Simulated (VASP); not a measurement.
A run of VASP 6.6.1:

INCAR

```
SYSTEM = H2CO
  ALGO = Normal
  EDIFF = 1E-7
  ENCUT = 520
  GGA = PE
  ISIF = 2
  ISMEAR = -1
  LASPH = .TRUE.
  LCHARG = .FALSE.
  LREAL = Auto
  LWAVE = .FALSE.
  NBANDS = 86
  NELM = 100
  PREC = Accurate
  SIGMA = 0.02
```

Contents of KPOINTS:

```
k-points
0
G
  1 1 1
  0 0 0
```

The input POSCAR:

```
H2CO
1.0
    8.4809260000      0.0000000000      0.0000000000
    0.0000000000      8.4809260000      0.0000000000
    0.0000000000      0.0000000000      8.4809260000
O C H
10 10 20
Direct
    0.6795484361      0.4866213902      0.4292573712
    0.4125374989      0.1425669791      0.3976806306
    0.5871646563      0.7187068959      0.8344725564
    0.0749210640      0.0375902348      0.9146760625
    0.4404825605      0.1948961705      0.9259837900
    0.8846793381      0.3045304251      0.0886931451
    0.1816900654      0.5555879158      0.7110308473
    0.9426682888      0.0859575947      0.4182444228
    0.9156429380      0.6918937861      0.1230408095
    0.2911238702      0.6511788925      0.2071825647
    0.6586191178      0.5820001259      0.3118881122
    0.4471681512      0.2101539384      0.2644404632
    0.5473812647      0.7099224778      0.6858213360
   -0.0349843873      0.0765718272      0.8191440416
    0.3998502050      0.0761473452      0.8611559634
    0.9897032470      0.3524143472      0.1749926836
    0.2219097301      0.4243876199      0.7354739329
    0.8320907410      0.0356329014      0.3482166924
    0.9087568975      0.7122335462     -0.0233229249
    0.3183142973      0.7781579511      0.2773046245
    0.6851020749      0.7048051121      0.3365670211
    0.6460025709      0.5423700195      0.1982566526
    0.3736620270      0.2619525274      0.1866777284
    0.5719422620      0.2204594168      0.2337834336
    0.4368155081      0.6512850130      0.6417459603
    0.6323130281      0.7500124397      0.5882612347
   -0.1562918955      0.0839177231      0.8585619070
   -0.0201275191      0.0933034907      0.6815529342
    0.3852999071      0.0934685670      0.7259938361
    0.3597130785     -0.0243487563      0.9251466172
    0.9897622029      0.4144830411      0.2844146972
    1.1147603457      0.3099307788      0.1500307867
    0.3260610929      0.3718815610      0.6884861394
    0.1599235744      0.3268275186      0.7990518960
    0.7333633143     -0.0193610934      0.4026682935
    0.8227639293      0.0795314097      0.2239142282
    0.8043107557      0.7799502083     -0.0679171119
    1.0036286132      0.6819420426     -0.1027246317
    0.3693110870      0.8817079644      0.2226997382
    0.2919728341      0.7834050197      0.4097076192
```

Potentials or basis: VASP PAW PBE potentials, release 64 (O, C, H).

Run with:

```sh
$ cat potpaw_PBE.64/O/POTCAR potpaw_PBE.64/C/POTCAR potpaw_PBE.64/H/POTCAR > POTCAR
$ mpirun -np 1 vasp_gam > vasp.out
```

Hardware: 1 thread of Intel(R) Xeon(R) Platinum 8375C CPU @ 2.90GHz (Ice Lake) (shared host).

Problem. How long does it take, and how much memory?

Solution. Wall time 100 s on 1 thread of Intel(R) Xeon(R) Platinum 8375C CPU @ 2.90GHz (Ice Lake), on a shared host, peak memory 0.51 GiB. Counts: scf iterations 20, k points 1.
